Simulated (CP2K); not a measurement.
**CdS (Hawleyite) under changes of volume**

One of the cells (24.808 Å³/atom); the others are scaled copies at fixed shape and fractional positions:

```xyz
2
Lattice="4.1246 0.0000 0.0000 2.0623 3.5720 0.0000 2.0623 1.1907 3.3677" Properties=species:S:1:pos:R:3 pbc="T T T"
Cd    0.0000    0.0000    0.0000
S     6.1868    3.5720    2.5258
```

```yaml
Program: CP2K 2026.2
Functional: PBEsol
Potentials_or_basis: POTENTIAL_UZH Cd GTH-PBE-q12, S GTH-PBE-q6; TZVP-MOLOPT-PBE-GTH basis
Density_cutoff: 6123 eV
k_mesh: 8 × 8 × 8
Occupations: fermi-dirac, width 0.1 eV
Spin: no spin polarisation
```

```csv
volume (Å³/atom),energy over the lowest point (meV/atom),pressure (GPa),gap on the mesh (eV)
23.319,25.97,5.2,1.10
23.815,12.51,3.5,1.06
24.312,?,?,?
24.808,0.03,0.6,0.98
25.304,0.00,-0.6,0.94
25.800,3.53,-1.7,0.90
26.296,10.28,-2.7,0.86
```

Problem. What does the run at 24.312 Å³/atom give?

Solution. Energy over the lowest point 4.04 meV/atom; pressure 2.0 GPa; gap on the mesh 1.02 eV.

Worked out: A Birch-Murnaghan fit of order 3 (a polynomial in V^(-2/3)) to the other rows has its minimum at 25.06 Å³/atom with B0 = V·E''(V) = 61 GPa and B' = 4.6. It gives 4.03 meV/atom at 24.312 Å³/atom, against the run's 4.04, and -dE/dV = 2.0 GPa, against 2.0. A straight line through the other rows of the gap, of slope -1.99 eV per unit of ln V (its deformation potential), gives 1.02 eV, against the run's 1.02.

Energies are extrapolated to zero smearing.

Caveats: the potentials were made for another functional, which shifts forces and pressure; the basis of atomic orbitals isn't converged, which shifts pressures, moduli and gaps.

Spin-orbit coupling on Cd is left out.
